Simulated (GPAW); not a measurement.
# How NaI absorbs and reflects light, part 2 of 2

Wanted: where NaI starts to absorb, how strongly, and its refractive index.

GPAW 26.7.0; DFT, PBE, plane-wave PAW (GPAW data sets), scalar-relativistic, RPA, optical limit.

So far. Step 2 (Ground state): There is a gap, 3.66 eV on this mesh (points off the mesh can give less), so no carriers' term is needed.

## Step 4: Dielectric function, RPA

Transitions between filled and empty bands, summed over the zone, give the optical response, so mesh, band count and broadening shape it.

The induced potential is part of this response.

This step: DFT, PBE, plane-wave PAW (GPAW data sets), scalar-relativistic, RPA, optical limit (GPAW 26.7.0).

Input file df.py:

```python
from gpaw.response.df import DielectricFunction

df = DielectricFunction('full.gpw', frequencies={'type': 'nonlinear', 'domega0': 0.03, 'omega2': 8},
                        ecut=50,
                        eta=0.15,
                        nbands=39,
                        txt='df.txt')
for direction in ['x', 'z']:
    df.get_dielectric_function(xc='RPA', direction=direction, filename=f'df_{direction}.csv')
```

The run is started by

```
$ OMP_NUM_THREADS=1 python df.py
```

Numbers of over 12 decimals in the logs are rounded to 6 here.

The program printed:

```text
Using integrator: PointIntegrator
NonLinearFrequencyDescriptor(from 0.000 to 57.539 eV, 483 points)
Nonperiodic BCs:  [False False False]
Using integrator: PointIntegrator
NonLinearFrequencyDescriptor(from 0.000 to 57.539 eV, 483 points)
Nonperiodic BCs:  [False False False]

Calculating chi0 body with:
    Ground state adapter containing:
    Number of spins: 1
    Number of kpoints: 729
    Number of irreducible kpoints: 35
    Number of completely occupied states: 7
    Number of partially occupied states: 7

    Linear response parametrization:
    q_c: [0.0, 0.0, 0.0]
    Number of frequency points: 483
    Planewave cutoff: 50.0
    Number of bands: 39
    Number of planewaves: 59
    Broadening (eta): 0.15

Integrating chi0 body.

Symmetries of q_c:
    Direct symmetries (Uq -> q): 48
    Indirect symmetries (TUq -> q): 0
In total 48 allowed symmetries.

35 groups of equivalent kpoints. 95.198903% reduction.

Integral kind: spectral function

Calculating chi0 optical extensions with:
    Ground state adapter containing:
    Number of spins: 1
    Number of kpoints: 729
    Number of irreducible kpoints: 35
    Number of completely occupied states: 7
    Number of partially occupied states: 7

    Linear response parametrization:
    Number of frequency points: 483
    Planewave cutoff: 50.0
    Number of bands: 39
    Number of planewaves: 59
    Broadening (eta): 0.15
Integrating chi0 head and wings.

Symmetries of q_c:
    Direct symmetries (Uq -> q): 48
    Indirect symmetries (TUq -> q): 0
In total 48 allowed symmetries.

35 groups of equivalent kpoints. 95.198903% reduction.

Integral kind: spectral function wings
```

Run time: 7 s. Hardware: 1 thread of Arm Neoverse V2, shared host; peak memory 0.28 GiB.

Read-outs, printed or worked out from the files:

* electronic dielectric constant ε∞, mean over x, y and z (by symmetry where fewer were run): 3.039
* main peak of Im epsilon, first axis: 5.819 eV

Some rows of df_x.csv (energy; Re and Im without local fields; Re and Im with them):

```text
0.000000, 3.706394, -0.000000, 3.039465, -0.000000
0.429336, 3.717439, 0.007777, 3.047266, 0.005494
0.878195, 3.753378, 0.016450, 3.072660, 0.011629
1.347938, 3.820523, 0.026867, 3.120160, 0.019023
1.840057, 3.929684, 0.040534, 3.197560, 0.028794
2.356191, 4.100630, 0.060659, 3.319357, 0.043395
2.898142, 4.375160, 0.096541, 3.517164, 0.070315
3.467895, 4.873989, 0.220883, 3.887589, 0.173931
4.067647, 5.601833, 0.874714, 4.401304, 0.730087
4.699832, 6.284531, 1.329554, 4.715264, 1.031037
5.367152, 7.573326, 3.685122, 5.418871, 2.454359
6.072622, 3.900173, 6.437634, 2.917601, 4.530920
6.819608, 2.170333, 5.719295, 1.491313, 3.311877
7.611886, 0.537188, 5.638820, 1.481952, 3.085695
8.453705, -1.371185, 4.634818, 0.788273, 3.285164
9.349861, -1.688729, 2.571601, -0.131535, 2.716420
10.305790, -1.224162, 1.600829, -0.018289, 1.973461
11.327680, -0.450473, 0.864340, -0.120750, 1.037022
12.422601, -0.160096, 0.742797, 0.140196, 0.777857
13.598673, 0.290840, 0.634506, 0.462825, 0.454239
```

Values under the direct gap are tails of Lorentzian lines. The Im ε, E ∥ x or z by photon energy; read off at these points:

| photon energy (eV) | Im ε, E ∥ x or z |
| --- | --- |
| 0.00 | 0 |
| 0.50 | 0.00642 |
| 1.00 | 0.0134 |
| 1.50 | 0.0218 |
| 2.00 | 0.0327 |
| 2.50 | 0.0489 |
| 3.00 | 0.0784 |
| 3.50 | 0.192 |
| 4.00 | 0.559 |
| 4.50 | 0.802 |
| 5.00 | 1.67 |
| 5.50 | 2.86 |
| 5.82 | 5.01 |
| 6.00 | 4.70 |
| 6.50 | 4.07 |
| 7.00 | 3.01 |
| 7.50 | 3.18 |
| 8.00 | 3.07 |
| 8.27 | 3.51 |
| 8.50 | 3.30 |
| 9.00 | 2.68 |
| 9.50 | 2.49 |
| 10.00 | 1.79 |
| 10.50 | 1.87 |
| 11.00 | 1.20 |
| 11.50 | 1.08 |
| 12.00 | 0.762 |
| 12.50 | 0.755 |
| 13.00 | 0.745 |
| 13.50 | 0.433 |

The Re ε, E ∥ x or z by photon energy:

photon energy (eV), Re ε, E ∥ x or z and a bar from the least value:
```
      0.0       3.04 ##################
      0.5       3.05 ##################
      1.0       3.08 ##################
      1.5       3.14 ##################
      2.0       3.23 ###################
      2.5       3.36 ###################
      3.0       3.57 ####################
      3.5       3.91 ######################
      4.0       4.39 ########################
      4.5       4.43 #########################
      5.0       5.01 ############################
      5.5       5.47 ##############################
      6.0       3.13 ##################
      6.5       1.57 ##########
      7.0       1.46 ##########
      7.5       1.55 ##########
      8.0       1.45 #########
      8.5       0.77 ######
      9.0       0.11 ###
      9.5      -0.22 #
     10.0      -0.01 ##
     10.5      -0.12 #
     11.0      -0.40 
     11.5      -0.08 ##
     12.0       0.08 ##
     12.5       0.13 ###
     13.0       0.13 ###
     13.5       0.37 ####
```

The loss function −Im 1/ε at q → 0, E ∥ x or z has structure finer than the step of the table below, so its rows give means over 0.25 eV, whole bins alone (the curve runs from 0 to 14.0 eV). Peaks (eV: height): 13.254: 1.74.

Values under the direct gap are tails of Lorentzian lines. The loss function −Im 1/ε at q → 0, E ∥ x or z by energy loss; means over each step:

| energy loss (eV) | loss function −Im 1/ε at q → 0, E ∥ x or z |
| --- | --- |
| 0.25 | 3.4e-4 |
| 0.50 | 6.9e-4 |
| 0.75 | 0.00105 |
| 1.00 | 0.00141 |
| 1.25 | 0.00180 |
| 1.50 | 0.00221 |
| 1.75 | 0.00265 |
| 2.00 | 0.00314 |
| 2.25 | 0.00368 |
| 2.50 | 0.00432 |
| 2.75 | 0.00512 |
| 3.00 | 0.00619 |
| 3.25 | 0.00799 |
| 3.50 | 0.0129 |
| 3.75 | 0.0186 |
| 4.00 | 0.0296 |
| 4.25 | 0.0438 |
| 4.50 | 0.0407 |
| 4.75 | 0.0456 |
| 5.00 | 0.0594 |
| 5.25 | 0.0642 |
| 5.50 | 0.0751 |
| 5.75 | 0.103 |
| 6.00 | 0.146 |
| 6.25 | 0.171 |
| 6.50 | 0.214 |
| 6.75 | 0.247 |
| 7.00 | 0.264 |
| 7.25 | 0.253 |
| 7.50 | 0.254 |
| 7.75 | 0.266 |
| 8.00 | 0.267 |
| 8.25 | 0.262 |
| 8.50 | 0.287 |
| 8.75 | 0.312 |
| 9.00 | 0.366 |
| 9.25 | 0.360 |
| 9.50 | 0.400 |
| 9.75 | 0.489 |
| 10.00 | 0.551 |
| 10.25 | 0.519 |
| 10.50 | 0.525 |
| 10.75 | 0.539 |
| 11.00 | 0.743 |
| 11.25 | 0.910 |
| 11.50 | 0.928 |
| 11.75 | 1.08 |
| 12.00 | 1.28 |
| 12.25 | 1.22 |
| 12.50 | 1.29 |
| 12.75 | 1.23 |
| 13.00 | 1.33 |
| 13.25 | 1.66 |
| 13.50 | 1.34 |
| 13.75 | 0.937 |

Values under the direct gap are tails of Lorentzian lines. The Im ε, E ∥ x or z by photon energy; read off at these points:

| photon energy (eV) | without local fields | with local fields |
| --- | --- | --- |
| 0.000 | 0 | 0 |
| 0.250 | 0.00450 | 0.00318 |
| 0.500 | 0.00909 | 0.00642 |
| 0.750 | 0.0139 | 0.00981 |
| 1.000 | 0.0190 | 0.0134 |
| 1.250 | 0.0245 | 0.0174 |
| 1.500 | 0.0307 | 0.0218 |
| 1.750 | 0.0377 | 0.0268 |
| 2.000 | 0.0459 | 0.0327 |
| 2.250 | 0.0558 | 0.0398 |
| 2.500 | 0.0681 | 0.0489 |
| 2.750 | 0.0842 | 0.0609 |
| 3.000 | 0.107 | 0.0784 |
| 3.250 | 0.145 | 0.109 |
| 3.500 | 0.242 | 0.192 |
| 3.750 | 0.376 | 0.306 |
| 4.000 | 0.678 | 0.559 |
| 4.250 | 0.986 | 0.821 |
| 4.500 | 1.00 | 0.802 |
| 4.750 | 1.42 | 1.09 |
| 5.000 | 2.25 | 1.67 |
| 5.250 | 2.82 | 1.94 |
| 5.500 | 4.45 | 2.86 |
| 5.750 | 7.29 | 4.85 |
| 5.816 | 7.25 | 5.01 |
| 6.000 | 6.56 | 4.70 |
| 6.250 | 6.59 | 4.56 |
| 6.500 | 6.03 | 4.07 |
| 6.750 | 5.64 | 3.38 |
| 7.000 | 5.49 | 3.01 |
| 7.250 | 5.85 | 2.96 |
| 7.381 | 6.16 | 3.12 |
| 7.500 | 5.91 | 3.18 |
| 7.750 | 5.60 | 3.13 |
| 8.000 | 5.44 | 3.07 |
| 8.250 | 5.31 | 3.49 |
| 8.500 | 4.55 | 3.30 |
| 8.750 | 3.64 | 3.19 |
| 9.000 | 3.00 | 2.68 |
| 9.250 | 2.92 | 2.84 |
| 9.500 | 2.32 | 2.49 |
| 9.750 | 1.92 | 1.99 |
| 10.000 | 1.81 | 1.79 |
| 10.250 | 1.69 | 1.94 |
| 10.500 | 1.40 | 1.87 |
| 10.750 | 1.05 | 1.75 |
| 11.000 | 0.854 | 1.20 |
| 11.250 | 0.845 | 1.05 |
| 11.500 | 0.883 | 1.08 |
| 11.750 | 0.746 | 0.911 |
| 12.000 | 0.763 | 0.762 |
| 12.250 | 0.759 | 0.803 |
| 12.500 | 0.712 | 0.755 |
| 12.750 | 0.751 | 0.741 |
| 13.000 | 0.603 | 0.745 |
| 13.250 | 0.481 | 0.528 |
| 13.500 | 0.541 | 0.433 |
| 13.750 | 0.780 | 0.562 |

The reflectivity at normal incidence, E ∥ x or z has structure finer than the step of the table below, so its rows give means over 0.5 eV, whole bins alone (the curve runs from 0 to 14.0 eV). Peaks (eV: height): 5.77: 23.9, 8.83: 23.1, 9.62: 25.3, 10.88: 29.0, 11.79: 22.1, 13.08: 14.3.

Reflectivity at normal incidence, E ∥ x or z against photon energy; means over each step:

photon energy (eV), reflectivity at normal incidence, E ∥ x or z (%) and a bar from the least value:
```
      0.5        7.4 
      1.0        7.5 
      1.5        7.8 #
      2.0        8.1 #
      2.5        8.7 ##
      3.0        9.5 ###
      3.5       10.8 #####
      4.0       12.4 ########
      4.5       13.3 #########
      5.0       15.9 ##############
      5.5       20.2 ####################
      6.0       22.8 #########################
      6.5       21.2 ######################
      7.0       17.0 ###############
      7.5       17.0 ###############
      8.0       17.8 #################
      8.5       21.3 ######################
      9.0       21.9 #######################
      9.5       24.2 ###########################
     10.0       20.2 ####################
     10.5       22.1 ########################
     11.0       26.2 ##############################
     11.5       20.2 ####################
     12.0       16.8 ###############
     12.5       13.0 #########
     13.0       12.9 #########
     13.5        7.5
```

At chosen wavelengths:

| wavelength (nm) | n | k | R (%) | 1/α |
| --- | --- | --- | --- | --- |
| 1550 | 1.75 | 0.003 | 7.5 | 41 µm |
| 800 | 1.77 | 0.006 | 7.8 | 9.9 µm |
| 532 | 1.82 | 0.012 | 8.5 | 3.6 µm |
| 450 | 1.86 | 0.016 | 9.0 | 2.2 µm |
| 365 | 1.96 | 0.037 | 10.5 | 785 nm |
| 248 | 2.27 | 0.368 | 16.1 | 54 nm |
| 193 | 1.80 | 1.198 | 22.4 | 13 nm |

Below the direct gap, k and the depth come from the tails of the Lorentzian lines, not from transitions.

Rows near the edge hang on the gap, which this functional as a rule makes too small, and phonon-assisted absorption is left out.

## Step 5: Results

```
electronic dielectric constant ε∞, mean over x, y and z (by symmetry where fewer were run) (RPA) : 3.04
main peak of Im epsilon, first axis                                                              : 5.82 eV
```

In words: At this level (PBE, RPA) NaI has ε∞ = 3.04 and n = 1.75 at 1550 nm, and Im ε peaks at 5.8 eV. On the mesh the gap is 3.66 eV and the least direct gap 3.66 eV. Local fields change the static value along x from 3.71 to 3.04 (-18 %). Distinct maxima of Im ε, read by a parabola through the highest points, lie at 5.82 eV (5.0), 8.28 eV (3.5) and 9.26 eV (2.9). Excitons and phonon-assisted transitions are missing; PBE gaps are as a rule too small, which pulls the onset down and ε∞ up. Spin-orbit coupling is left out although heavy atoms are present. The sum runs over mesh points, so small or evenly spaced maxima can still be ripples of the mesh.

[Machine, clock and banner lines and Python warnings are left out of the logs.]

[Logs are printed without paths, hosts, clocks, repeated set-up lines and the standing remarks that a program may print on its own settings, such as how far it seeks lower states.]

[Hosts, paths, dates, database ids (printed as entryN), source tags and the programs' standing remarks are cut or masked in the printed files.]
